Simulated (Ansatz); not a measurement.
# CoSi47 (Silicon): the cost of one run

Method: DFT, PBE, plane-wave PAW, default files, scalar-relativistic, as far as a step names no other, in Ansatz 0.2.0.

1 further run of the same task is left out (it didn't finish).

## (1) Starting point

It takes space group Pm (No. 6, monoclinic). Conventional cell: a = 7.332 Å, b = 8.304 Å, c = 8.812 Å, α = 90.00°, β = 106.10°, γ = 90.00°. Co (site symmetry m) is surrounded by 12 Si at 2.44 to 2.51 Å. Si (site symmetry m) is surrounded by 12 Si at 2.44 to 2.51 Å. Around Si (site symmetry m) lie 11 Si at 2.44 to 2.51 Å and 1 Co at 2.44 Å. Only part of the 36 independent sites is listed.

Structure file:

```cif
data_structure
_symmetry_space_group_name_H-M 'Pm'
_symmetry_Int_Tables_number 6
_cell_length_a 7.3320
_cell_length_b 8.3040
_cell_length_c 8.8120
_cell_angle_alpha 90.000
_cell_angle_beta 106.102
_cell_angle_gamma 90.000
_cell_volume 515.47
loop_
_atom_site_label
_atom_site_type_symbol
_atom_site_symmetry_multiplicity
_atom_site_Wyckoff_symbol
_atom_site_fract_x
_atom_site_fract_y
_atom_site_fract_z
_atom_site_occupancy
Co1 Co 1 a 0.94444 0.00000 0.83333 1
Si1 Si 1 b 0.94444 0.50000 0.83333 1
Si2 Si 1 a 0.69444 0.00000 0.58333 1
Si3 Si 1 b 0.69444 0.50000 0.58333 1
Si4 Si 1 a 0.44444 0.00000 0.33333 1
Si5 Si 1 b 0.44444 0.50000 0.33333 1
Si6 Si 1 a 0.19444 0.00000 0.08333 1
Si7 Si 1 b 0.19444 0.50000 0.08333 1
Si8 Si 1 a 0.27778 0.00000 0.83333 1
Si9 Si 1 b 0.27778 0.50000 0.83333 1
Si10 Si 1 a 0.02778 0.00000 0.58333 1
Si11 Si 1 b 0.02778 0.50000 0.58333 1
Si12 Si 1 a 0.77778 0.00000 0.33333 1
Si13 Si 1 b 0.77778 0.50000 0.33333 1
Si14 Si 1 a 0.52778 0.00000 0.08333 1
Si15 Si 1 b 0.52778 0.50000 0.08333 1
Si16 Si 1 a 0.61111 0.00000 0.83333 1
Si17 Si 1 b 0.61111 0.50000 0.83333 1
Si18 Si 1 a 0.36111 0.00000 0.58333 1
Si19 Si 1 b 0.36111 0.50000 0.58333 1
Si20 Si 1 a 0.11111 0.00000 0.33333 1
Si21 Si 1 b 0.11111 0.50000 0.33333 1
Si22 Si 1 a 0.86111 0.00000 0.08333 1
Si23 Si 1 b 0.86111 0.50000 0.08333 1
Si24 Si 2 c 0.13889 0.25000 0.91667 1
Si25 Si 2 c 0.88889 0.25000 0.66667 1
Si26 Si 2 c 0.63889 0.25000 0.41667 1
Si27 Si 2 c 0.38889 0.25000 0.16667 1
Si28 Si 2 c 0.47222 0.25000 0.91667 1
Si29 Si 2 c 0.22222 0.25000 0.66667 1
Si30 Si 2 c 0.97222 0.25000 0.41667 1
Si31 Si 2 c 0.72222 0.25000 0.16667 1
Si32 Si 2 c 0.80556 0.25000 0.91667 1
Si33 Si 2 c 0.55556 0.25000 0.66667 1
Si34 Si 2 c 0.30556 0.25000 0.41667 1
Si35 Si 2 c 0.05556 0.25000 0.16667 1
```

Atom 1 of the input is the impurity.

## (2) Gradients at the starting positions

Contents of input.yaml:

```yaml
crystal:
  lattice:
    - [7.332, 0.0, 0.0]
    - [-4.888, 8.4662643472, 0.0]
    - [0.0, 0.0, 8.304]
  atoms:
    - { symbol: Co, position: [0.1111111111, 0.1666666667, 0.125], spin: 3.0 }
    - { symbol: Si, position: [0.1111111111, 0.1666666667, 0.625] }
    - { symbol: Si, position: [0.1111111111, 0.4166666667, 0.125] }
    - { symbol: Si, position: [0.1111111111, 0.4166666667, 0.625] }
    - { symbol: Si, position: [0.1111111111, 0.6666666667, 0.125] }
    - { symbol: Si, position: [0.1111111111, 0.6666666667, 0.625] }
    - { symbol: Si, position: [0.1111111111, 0.9166666667, 0.125] }
    - { symbol: Si, position: [0.1111111111, 0.9166666667, 0.625] }
    - { symbol: Si, position: [0.4444444444, 0.1666666667, 0.125] }
    - { symbol: Si, position: [0.4444444444, 0.1666666667, 0.625] }
    - { symbol: Si, position: [0.4444444444, 0.4166666667, 0.125] }
    - { symbol: Si, position: [0.4444444444, 0.4166666667, 0.625] }
    - { symbol: Si, position: [0.4444444444, 0.6666666667, 0.125] }
    - { symbol: Si, position: [0.4444444444, 0.6666666667, 0.625] }
    - { symbol: Si, position: [0.4444444444, 0.9166666667, 0.125] }
    - { symbol: Si, position: [0.4444444444, 0.9166666667, 0.625] }
    - { symbol: Si, position: [0.7777777778, 0.1666666667, 0.125] }
    - { symbol: Si, position: [0.7777777778, 0.1666666667, 0.625] }
    - { symbol: Si, position: [0.7777777778, 0.4166666667, 0.125] }
    - { symbol: Si, position: [0.7777777778, 0.4166666667, 0.625] }
    - { symbol: Si, position: [0.7777777778, 0.6666666667, 0.125] }
    - { symbol: Si, position: [0.7777777778, 0.6666666667, 0.625] }
    - { symbol: Si, position: [0.7777777778, 0.9166666667, 0.125] }
    - { symbol: Si, position: [0.7777777778, 0.9166666667, 0.625] }
    - { symbol: Si, position: [0.2222222222, 0.0833333333, 0.375] }
    - { symbol: Si, position: [0.2222222222, 0.0833333333, 0.875] }
    - { symbol: Si, position: [0.2222222222, 0.3333333333, 0.375] }
    - { symbol: Si, position: [0.2222222222, 0.3333333333, 0.875] }
    - { symbol: Si, position: [0.2222222222, 0.5833333333, 0.375] }
    - { symbol: Si, position: [0.2222222222, 0.5833333333, 0.875] }
    - { symbol: Si, position: [0.2222222222, 0.8333333333, 0.375] }
    - { symbol: Si, position: [0.2222222222, 0.8333333333, 0.875] }
    - { symbol: Si, position: [0.5555555556, 0.0833333333, 0.375] }
    - { symbol: Si, position: [0.5555555556, 0.0833333333, 0.875] }
    - { symbol: Si, position: [0.5555555556, 0.3333333333, 0.375] }
    - { symbol: Si, position: [0.5555555556, 0.3333333333, 0.875] }
    - { symbol: Si, position: [0.5555555556, 0.5833333333, 0.375] }
    - { symbol: Si, position: [0.5555555556, 0.5833333333, 0.875] }
    - { symbol: Si, position: [0.5555555556, 0.8333333333, 0.375] }
    - { symbol: Si, position: [0.5555555556, 0.8333333333, 0.875] }
    - { symbol: Si, position: [0.8888888889, 0.0833333333, 0.375] }
    - { symbol: Si, position: [0.8888888889, 0.0833333333, 0.875] }
    - { symbol: Si, position: [0.8888888889, 0.3333333333, 0.375] }
    - { symbol: Si, position: [0.8888888889, 0.3333333333, 0.875] }
    - { symbol: Si, position: [0.8888888889, 0.5833333333, 0.375] }
    - { symbol: Si, position: [0.8888888889, 0.5833333333, 0.875] }
    - { symbol: Si, position: [0.8888888889, 0.8333333333, 0.375] }
    - { symbol: Si, position: [0.8888888889, 0.8333333333, 0.875] }
magnetization:
  spin_polarized: true
total_charge: -2
kpoints:
  mp_grid: { grid: [3, 2, 2] }
scf:
  occupations: { method: fermi_dirac, width: 0.01 }
hamiltonian:
  xc: pbe
  pseudopotentials: { kind: paw }
output:
  forces: true
  stress: true
  populations: true
  efg: { quadrupole_moments_barn: { Co: 0.42 }, contact_densities: true }
```

On the command line:

```bash
$ ansatz run input.yaml --threads 4 --pin off --max-ram 8192MiB --backend cpu --events-out ev --progress --plain --runs-dir out
```

Q: Estimate wall time and peak memory on 4 threads of Arm Neoverse V1, shared host.

About 82 s, with a peak of 2.3 GiB.
